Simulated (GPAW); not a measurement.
# WC (Qusongite) (P-6m2) in GPAW: settings compared

The runs below take WC (Qusongite) through relaxation of cell and atoms, with PBEsol, revTPSS+D3.

Everything below comes from runs of GPAW 26.7.0. Logs are shortened: lines on timing, memory, paths and dates and some standing lists are left out, and cuts for length are marked. The log counts tension as positive stress, the text compression.

### 1 Starting point

Symmetry: P-6m2, No. 187, hexagonal system. Conventional cell: a = 2.907 Å, b = 2.907 Å, c = 2.837 Å, α = 90.00°, β = 90.00°, γ = 120.00°. Around W (site symmetry -6m2) lie 6 C at 2.20 Å. C (site symmetry -6m2) is surrounded by 6 W at 2.20 Å.

### 2 Relaxation of cell and atoms, PBEsol

Contents of run.py:

```python
from ase import Atoms
from ase.filters import FrechetCellFilter
from ase.io import write
from ase.optimize import LBFGS
from gpaw import GPAW, PW, setup_paths

setup_paths.insert(0, '.')

atoms = Atoms(['W', 'C'],
              cell=[[2.9065, 0.0, 0.0],
                    [-1.45325, 2.5171028361, 0.0],
                    [0.0, 0.0, 2.8366]],
              scaled_positions=[[0.0, 0.0, 0.0],
                                [0.6666666667, 0.3333333333, 0.5]],
              pbc=True)

calc = GPAW(mode=PW(800),
            xc='PBEsol',
            kpts={'size': (7, 7, 7), 'gamma': True},
            occupations={'name': 'fermi-dirac', 'width': 0.05},
            nbands=19,
            convergence={'density': 1e-06, 'energy': 1e-06, 'eigenstates': 1e-10},
            maxiter=150,
            txt='gpaw.txt')
atoms.calc = calc
opt = LBFGS(FrechetCellFilter(atoms), trajectory='relax.traj', logfile='-')
done = opt.run(fmax=0.02, steps=100)
calc.write('gs.gpw')
write('result.traj', atoms)
print('Converged:', done)
print('Cell:', atoms.cell.cellpar().round(4))
print('Volume:', round(atoms.get_volume(), 4))
print(atoms.get_scaled_positions().round(5))
```

Potentials or basis: PAW data sets generated in the run's folder for this functional, pw.

On the command line:

```bash
$ gpaw-setup -f PBEsol C W
$ OMP_NUM_THREADS=1 python run.py
```

gpaw.txt:

```text
__  _  _
 | _ |_)|_||  |
 |__||  | ||/\| - 26.7.0

Input parameters:
  mode=PW(ecut=800.0),
  convergence={'density': 1e-06, 'energy': 1e-06, 'eigenstates': 1e-10},
  kpts=MonkhorstPack(size=(7, 7, 7), gamma=True),
  maxiter=150,
  nbands=19,
  occupations=Occupations(name='fermi-dirac', width=0.05),
  xc=XC(name='PBEsol')

Diagonalizing LCAO Hamiltonian
Converting LCAO to pw mode

           C

       W

Atoms  # Å, Bohr magnetons
|   | symbol |        x |        y |        z |    initial magnetic moments |
|---|--------|----------|----------|----------|-----------------------------|
| 0 |      W | 0.000000 | 0.000000 | 0.000000 | ( 0.0000,  0.0000,  0.0000) |
| 1 |      C | 1.453250 | 0.839034 | 1.418300 | ( 0.0000,  0.0000,  0.0000) |

Unit cell  # Å
| periodic |         x |        y |        z |  lengths |     angles |
|----------|-----------|----------|----------|----------|------------|
|      yes |  2.906500 | 0.000000 | 0.000000 | 2.906500 |  90.000000 |
|      yes | -1.453250 | 2.517103 | 0.000000 | 2.906500 |  90.000000 |
|      yes |  0.000000 | 0.000000 | 2.836600 | 2.836600 | 120.000000 |

Number of symmetries: 12
Symmetry operations  # r_c * U_cc + t_c -> r_c
|    | kind |            matrix            |
|----|------|------------------------------|
|  0 |  σ   |  1, 1, 0,  0,-1, 0,  0, 0, 1 |
|  1 |  C2  |  1, 1, 0,  0,-1, 0,  0, 0,-1 |
|  2 |  E   |  1, 0, 0,  0, 1, 0,  0, 0, 1 |
|  3 |  σ   |  1, 0, 0,  0, 1, 0,  0, 0,-1 |
|  4 |  C3  |  0, 1, 0, -1,-1, 0,  0, 0, 1 |
|  5 |  S3  |  0, 1, 0, -1,-1, 0,  0, 0,-1 |
|  6 |  σ   |  0,-1, 0, -1, 0, 0,  0, 0, 1 |
|  7 |  C2  |  0,-1, 0, -1, 0, 0,  0, 0,-1 |
|  8 |  σ   | -1, 0, 0,  1, 1, 0,  0, 0, 1 |
|  9 |  C2  | -1, 0, 0,  1, 1, 0,  0, 0,-1 |
| 10 |  C3  | -1,-1, 0,  1, 0, 0,  0, 0, 1 |
| 11 |  S3  | -1,-1, 0,  1, 0, 0,  0, 0,-1 |

BZ-sampling:
  Number of BZ points: 343
  Number of IBZ points: 32

  Monkhorst-Pack size: [7, 7, 7]
  Monkhorst-Pack shift: [0, 0, 0]

K-points  # in reciprocal-cell coordinates
|     |                                coordinates |     weight |
|-----|--------------------------------------------|------------|
|   0 | (  0.00000000,   0.00000000,   0.00000000) | 0.00291545 |
|   1 | (  0.00000000,   0.00000000,   0.14285714) | 0.00583090 |
|   2 | (  0.00000000,   0.00000000,   0.28571429) | 0.00583090 |
|   3 | (  0.00000000,   0.00000000,   0.42857143) | 0.00583090 |
|   4 | (  0.14285714,   0.00000000,   0.00000000) | 0.01749271 |
|   5 | (  0.14285714,   0.00000000,   0.14285714) | 0.03498542 |
|   6 | (  0.14285714,   0.00000000,   0.28571429) | 0.03498542 |
|   7 | (  0.14285714,   0.00000000,   0.42857143) | 0.03498542 |
|   8 | (  0.28571429,  -0.14285714,   0.00000000) | 0.01749271 |
|   9 | (  0.28571429,  -0.14285714,   0.14285714) | 0.03498542 |
| ... |                                            |            |
|  31 | (  0.42857143,   0.42857143,   0.42857143) | 0.03498542 |

Plane wave coefficients: 1085
Cutoff: 800.0 eV
[... 136 lines left out ...]
dipole moment: (-4.690662, -9.824524, -10.592593)  # |e|*Ang

Fermi level: 14.100
Eigenvalues  # (at kpt = [0.000, 0.000, 0.000])
| band index |      eig [eV] | occ [0-2] |
|------------|---------------|-----------|
|          0 |       -59.748 |     2.000 |
|          1 |       -24.005 |     2.000 |
|          2 |       -23.879 |     2.000 |
|          3 |       -23.879 |     2.000 |
|          4 |        -0.409 |     2.000 |
|          5 |         9.674 |     2.000 |
[... 9 lines left out ...]
|         15 |        30.748 |     0.000 |
|         16 |        30.748 |     0.000 |
|        ... |               |           |
|         18 |        37.951 |     0.000 |

No gap
No difference between direct/indirect transitions

Stress tensor  # eV/Ang^3
|        x |        y |        z |
|----------|----------|----------|
| 0.020970 | 0.000000 | 0.000000 |
| 0.000000 | 0.020970 | 0.000000 |
| 0.000000 | 0.000000 | 0.026150 |

Forces  # eV/Ang
|       x |       y |       z |
|---------|---------|---------|
| 0.00000 | 0.00000 | 0.00000 |  # W    0
| 0.00000 | 0.00000 | 0.00000 |  # C    1

Interpolating wave functions to new cell

           C

       W

Atoms  # Å, Bohr magnetons
|   | symbol |        x |        y |        z |    initial magnetic moments |
|---|--------|----------|----------|----------|-----------------------------|
| 0 |      W | 0.000000 | 0.000000 | 0.000000 | ( 0.0000,  0.0000,  0.0000) |
| 1 |      C | 1.450993 | 0.837731 | 1.415554 | ( 0.0000,  0.0000,  0.0000) |

Unit cell  # Å
| periodic |         x |        y |        z |  lengths |     angles |
|----------|-----------|----------|----------|----------|------------|
|      yes |  2.901986 | 0.000000 | 0.000000 | 2.901986 |  90.000000 |
|      yes | -1.450993 | 2.513194 | 0.000000 | 2.901986 |  90.000000 |
|      yes |  0.000000 | 0.000000 | 2.831108 | 2.831108 | 120.000000 |

Number of symmetries: 12
Symmetry operations  # r_c * U_cc + t_c -> r_c
|    | kind |            matrix            |
|----|------|------------------------------|
|  0 |  σ   |  1, 1, 0,  0,-1, 0,  0, 0, 1 |
|  1 |  C2  |  1, 1, 0,  0,-1, 0,  0, 0,-1 |
|  2 |  E   |  1, 0, 0,  0, 1, 0,  0, 0, 1 |
|  3 |  σ   |  1, 0, 0,  0, 1, 0,  0, 0,-1 |
|  4 |  C3  |  0, 1, 0, -1,-1, 0,  0, 0, 1 |
|  5 |  S3  |  0, 1, 0, -1,-1, 0,  0, 0,-1 |
|  6 |  σ   |  0,-1, 0, -1, 0, 0,  0, 0, 1 |
|  7 |  C2  |  0,-1, 0, -1, 0, 0,  0, 0,-1 |
|  8 |  σ   | -1, 0, 0,  1, 1, 0,  0, 0, 1 |
|  9 |  C2  | -1, 0, 0,  1, 1, 0,  0, 0,-1 |
| 10 |  C3  | -1,-1, 0,  1, 0, 0,  0, 0, 1 |
| 11 |  S3  | -1,-1, 0,  1, 0, 0,  0, 0,-1 |

BZ-sampling:
  Number of BZ points: 343
  Number of IBZ points: 32

  Monkhorst-Pack size: [7, 7, 7]
  Monkhorst-Pack shift: [0, 0, 0]

K-points  # in reciprocal-cell coordinates
|     |                                coordinates |     weight |
|-----|--------------------------------------------|------------|
|   0 | (  0.00000000,   0.00000000,   0.00000000) | 0.00291545 |
|   1 | (  0.00000000,   0.00000000,   0.14285714) | 0.00583090 |
|   2 | (  0.00000000,   0.00000000,   0.28571429) | 0.00583090 |
|   3 | (  0.00000000,   0.00000000,   0.42857143) | 0.00583090 |
|   4 | (  0.14285714,   0.00000000,   0.00000000) | 0.01749271 |
|   5 | (  0.14285714,   0.00000000,   0.14285714) | 0.03498542 |
|   6 | (  0.14285714,   0.00000000,   0.28571429) | 0.03498542 |
|   7 | (  0.14285714,   0.00000000,   0.42857143) | 0.03498542 |
|   8 | (  0.28571429,  -0.14285714,   0.00000000) | 0.01749271 |
|   9 | (  0.28571429,  -0.14285714,   0.14285714) | 0.03498542 |
| ... |                                            |            |
|  31 | (  0.42857143,   0.42857143,   0.42857143) | 0.03498542 |

Plane wave coefficients: 1077
Cutoff: 800.0 eV
[... 134 lines left out ...]
dipole moment: (-4.680992, -9.810291, -10.571786)  # |e|*Ang

Fermi level: 14.187
Eigenvalues  # (at kpt = [0.000, 0.000, 0.000])
| band index |      eig [eV] | occ [0-2] |
|------------|---------------|-----------|
|          0 |       -59.649 |     2.000 |
|          1 |       -23.905 |     2.000 |
|          2 |       -23.779 |     2.000 |
|          3 |       -23.779 |     2.000 |
|          4 |        -0.360 |     2.000 |
|          5 |         9.733 |     2.000 |
[... 8 lines left out ...]
|         14 |        28.466 |     0.000 |
|         15 |        30.880 |     0.000 |
|        ... |               |           |
|         18 |        38.093 |     0.000 |

No gap
No difference between direct/indirect transitions

Stress tensor  # eV/Ang^3
|        x |        y |        z |
|----------|----------|----------|
| 0.009439 | 0.000000 | 0.000000 |
| 0.000000 | 0.009439 | 0.000000 |
| 0.000000 | 0.000000 | 0.010910 |

Forces  # eV/Ang
|       x |       y |       z |
|---------|---------|---------|
| 0.00000 | 0.00000 | 0.00000 |  # W    0
| 0.00000 | 0.00000 | 0.00000 |  # C    1

Interpolating wave functions to new cell

           C

       W

Atoms  # Å, Bohr magnetons
|   | symbol |        x |         y |        z |    initial magnetic moments |
|---|--------|----------|-----------|----------|-----------------------------|
| 0 |      W | 0.000000 | -0.000000 | 0.000000 | ( 0.0000,  0.0000,  0.0000) |
| 1 |      C | 1.449209 |  0.836701 | 1.413543 | ( 0.0000,  0.0000,  0.0000) |

Unit cell  # Å
| periodic |         x |         y |        z |  lengths |     angles |
|----------|-----------|-----------|----------|----------|------------|
|      yes |  2.898419 | -0.000000 | 0.000000 | 2.898419 |  90.000000 |
|      yes | -1.449209 |  2.510104 | 0.000000 | 2.898419 |  90.000000 |
|      yes |  0.000000 |  0.000000 | 2.827085 | 2.827085 | 120.000000 |

Number of symmetries: 12
Symmetry operations  # r_c * U_cc + t_c -> r_c
|    | kind |            matrix            |
|----|------|------------------------------|
|  0 |  σ   |  1, 1, 0,  0,-1, 0,  0, 0, 1 |
|  1 |  C2  |  1, 1, 0,  0,-1, 0,  0, 0,-1 |
|  2 |  E   |  1, 0, 0,  0, 1, 0,  0, 0, 1 |
|  3 |  σ   |  1, 0, 0,  0, 1, 0,  0, 0,-1 |
|  4 |  C3  |  0, 1, 0, -1,-1, 0,  0, 0, 1 |
|  5 |  S3  |  0, 1, 0, -1,-1, 0,  0, 0,-1 |
|  6 |  σ   |  0,-1, 0, -1, 0, 0,  0, 0, 1 |
|  7 |  C2  |  0,-1, 0, -1, 0, 0,  0, 0,-1 |
|  8 |  σ   | -1, 0, 0,  1, 1, 0,  0, 0, 1 |
|  9 |  C2  | -1, 0, 0,  1, 1, 0,  0, 0,-1 |
| 10 |  C3  | -1,-1, 0,  1, 0, 0,  0, 0, 1 |
| 11 |  S3  | -1,-1, 0,  1, 0, 0,  0, 0,-1 |

BZ-sampling:
  Number of BZ points: 343
  Number of IBZ points: 32

  Monkhorst-Pack size: [7, 7, 7]
  Monkhorst-Pack shift: [0, 0, 0]

K-points  # in reciprocal-cell coordinates
|     |                                coordinates |     weight |
|-----|--------------------------------------------|------------|
|   0 | (  0.00000000,   0.00000000,   0.00000000) | 0.00291545 |
|   1 | (  0.00000000,   0.00000000,   0.14285714) | 0.00583090 |
|   2 | (  0.00000000,   0.00000000,   0.28571429) | 0.00583090 |
|   3 | (  0.00000000,   0.00000000,   0.42857143) | 0.00583090 |
|   4 | (  0.14285714,   0.00000000,   0.00000000) | 0.01749271 |
|   5 | (  0.14285714,   0.00000000,   0.14285714) | 0.03498542 |
|   6 | (  0.14285714,   0.00000000,   0.28571429) | 0.03498542 |
|   7 | (  0.14285714,   0.00000000,   0.42857143) | 0.03498542 |
|   8 | (  0.28571429,  -0.14285714,   0.00000000) | 0.01749271 |
|   9 | (  0.28571429,  -0.14285714,   0.14285714) | 0.03498542 |
| ... |                                            |            |
|  31 | (  0.42857143,   0.42857143,   0.42857143) | 0.03498542 |

Plane wave coefficients: 1075
Cutoff: 800.0 eV
[... 134 lines left out ...]
dipole moment: (-4.673281, -9.799086, -10.556533)  # |e|*Ang

Fermi level: 14.254
Eigenvalues  # (at kpt = [0.000, 0.000, 0.000])
| band index |      eig [eV] | occ [0-2] |
|------------|---------------|-----------|
|          0 |       -59.573 |     2.000 |
|          1 |       -23.829 |     2.000 |
|          2 |       -23.702 |     2.000 |
|          3 |       -23.702 |     2.000 |
|          4 |        -0.322 |     2.000 |
|          5 |         9.779 |     2.000 |
[... 8 lines left out ...]
|         14 |        28.574 |     0.000 |
|         15 |        30.983 |     0.000 |
|        ... |               |           |
|         18 |        38.201 |     0.000 |

No gap
No difference between direct/indirect transitions

Stress tensor  # eV/Ang^3
|         x |        y |         z |
|-----------|----------|-----------|
|  0.000268 | 0.000000 |  0.000000 |
| -0.000000 | 0.000268 |  0.000000 |
|  0.000000 | 0.000000 | -0.000695 |

Forces  # eV/Ang
|       x |       y |       z |
|---------|---------|---------|
| 0.00000 | 0.00000 | 0.00000 |  # W    0
| 0.00000 | 0.00000 | 0.00000 |  # C    1

# Writing to gs.gpw (mode='')
```

Wall time 34 s (1 thread of Arm Neoverse V1, shared host); peak memory 0.17 GiB.

Results:

```
Free energy                            : -22.5550 eV
Relaxed volume                         : 10.28 Å³/atom
Relaxed cell                           : a = 2.898 Å, b = 2.898 Å, c = 2.827 Å, α = 90.00°, β = 90.00°, γ = 120.00°
Space group after relaxing (to 0.05 Å) : P-6m2 (No. 187)
Energy gained by relaxing              : 0.9 meV/atom
Ionic steps                            : 3
Pressure after relaxing                : 0.0 GPa
Band gap on the k mesh                 : none (metal or under the smearing width)
```

Stress tensor (GPa, compression positive):
```
-0.04  0.00  0.00
 0.00 -0.04  0.00
 0.00  0.00  0.11
```

The path:
```
step  energy change (eV)  largest force (eV/Å)  pressure (GPa)  volume (Å³)
   1              0.0000                0.0000           -3.64        20.75
   2             -0.0016                0.0000           -1.59        20.65
   3             -0.0019                0.0000            0.01        20.57
```

Final structure:
```xyz
2
Lattice="2.8984 0.0000 0.0000 -1.4492 2.5101 0.0000 0.0000 0.0000 2.8271" Properties=species:S:1:pos:R:3 pbc="T T T"
W     0.0000    0.0000    0.0000
C     1.4492    0.8367    1.4135
```

Caveat: later steps reuse the first step's grids.

### 3 Relaxation of cell and atoms, revTPSS+D3, target pressure 5 GPa, at which the enthalpy is minimised

Contents of run.py:

```python
from ase.calculators.mixing import SumCalculator
from ase.filters import FrechetCellFilter
from ase.io import read, write
from ase.optimize import FIRE
from ase.units import GPa
from dftd3.ase import DFTD3
from gpaw import GPAW, PW

atoms = read('WC.cif')

calc = GPAW(mode=PW(800),
            xc='MGGA_X_REVTPSS+MGGA_C_REVTPSS',
            kpts={'size': (7, 7, 7), 'gamma': True},
            occupations={'name': 'fermi-dirac', 'width': 0.05},
            nbands=19,
            convergence={'density': 1e-05, 'energy': 1e-05},
            eigensolver='davidson',
            maxiter=150,
            txt='gpaw.txt')
atoms.calc = SumCalculator([calc, DFTD3(method='revtpss', damping='d3zero')])
opt = FIRE(FrechetCellFilter(atoms, scalar_pressure=5 * GPa), trajectory='relax.traj', logfile='-')
done = opt.run(fmax=0.02, steps=40)
calc.write('gs.gpw')
write('result.traj', atoms)
print('Converged:', done)
print('Cell:', atoms.cell.cellpar().round(4))
print('Volume:', round(atoms.get_volume(), 4))
print(atoms.get_scaled_positions().round(5))
```

Contents of WC.cif:

```cif
data_WC
_cell_length_a 2.90650000
_cell_length_b 2.90650000
_cell_length_c 2.83660000
_cell_angle_alpha 90.00000000
_cell_angle_beta 90.00000000
_cell_angle_gamma 120.00000000
_space_group_name_H-M_alt 'P1'
_space_group_name_Hall 'P 1'
_space_group_IT_number 1
loop_
_space_group_symop_operation_xyz
'x,y,z'
loop_
_atom_site_label
_atom_site_type_symbol
_atom_site_symmetry_multiplicity
_atom_site_Wyckoff_symbol
_atom_site_fract_x
_atom_site_fract_y
_atom_site_fract_z
_atom_site_occupancy
W1 W 1 a 0.0000000000 0.0000000000 0.0000000000 1
C1 C 1 a 0.6666666667 0.3333333333 0.5000000000 1
```

Potentials or basis: GPAW PAW data sets (gpaw-data 1.2.1), pw.

On the command line:

```bash
$ OMP_NUM_THREADS=1 python run.py
```

It took 11 min on 1 thread of Arm Neoverse V1, shared host; peak memory 1.4 GiB.

It converged, with:

```yaml
Free_energy: 28.0143 eV
Relaxed_volume: 10.06 Å³/atom
Relaxed_cell: a = 2.867 Å, b = 2.867 Å, c = 2.825 Å, α = 90.00°, β = 90.00°, γ = 120.00°
Space_group_after_relaxing_to_0.05_Å: P-6m2 (No. 187)
Energy_change_on_relaxing_the_enthalpy_is_what_falls: -3.2 meV/atom
Ionic_steps: 18
Pressure_after_relaxing: 5.0 GPa
Band_gap_on_the_k_mesh: none (metal or under the smearing width)
Dispersion_energy_per_atom: -0.527 eV
```

Stress tensor (GPa, compression positive):
```
5.04 0.00 0.00
0.00 5.04 0.00
0.00 0.00 4.95
```

Step by step:
```csv
step,energy change (eV),largest force (eV/Å),pressure (GPa),volume (Å³)
1,0.0000,0.0000,-7.38,20.75
2,-0.0081,0.0000,-2.73,20.50
3,-0.0056,0.0000,5.27,20.11
4,0.0128,0.0000,12.67,19.77
5,0.0101,0.0000,11.84,19.81
6,0.0054,0.0000,10.30,19.87
7,-0.0001,0.0000,8.22,19.97
8,-0.0050,0.0000,5.86,20.07
9,-0.0084,0.0000,3.47,20.18
10,-0.0083,0.0000,3.51,20.18
11,-0.0082,0.0000,3.59,20.18
12,-0.0081,0.0000,3.70,20.17
13,-0.0079,0.0000,3.85,20.17
14,-0.0077,0.0000,4.03,20.16
15,-0.0075,0.0000,4.23,20.15
16,-0.0072,0.0000,4.45,20.14
17,-0.0068,0.0000,4.71,20.13
18,-0.0064,0.0000,5.01,20.11
```

Final structure:
```xyz
2
Lattice="2.8674 0.0000 0.0000 -1.4337 2.4832 0.0000 0.0000 0.0000 2.8247" Properties=species:S:1:pos:R:3 pbc="T T T"
W     0.0000    0.0000    0.0000
C     1.4337    0.8277    1.4124
```

Levels at points of the mesh, in eV from the Fermi level:
| k point | band 6 | band 7 | band 8 | band 9 | band 10 | band 11 | band 12 | band 13 |
| --- | --- | --- | --- | --- | --- | --- | --- | --- |
| (0.00, 0.00, 0.00) | -4.63 | -3.50 | -3.50 | -0.06 | 3.28 | 3.28 | 5.72 | 5.72 |

Caveat: later steps reuse the first step's grids; the PAW data sets were made with another functional, which shifts forces and pressure a little; pairwise dispersion overbinds metals, which lowers pressure and volume.
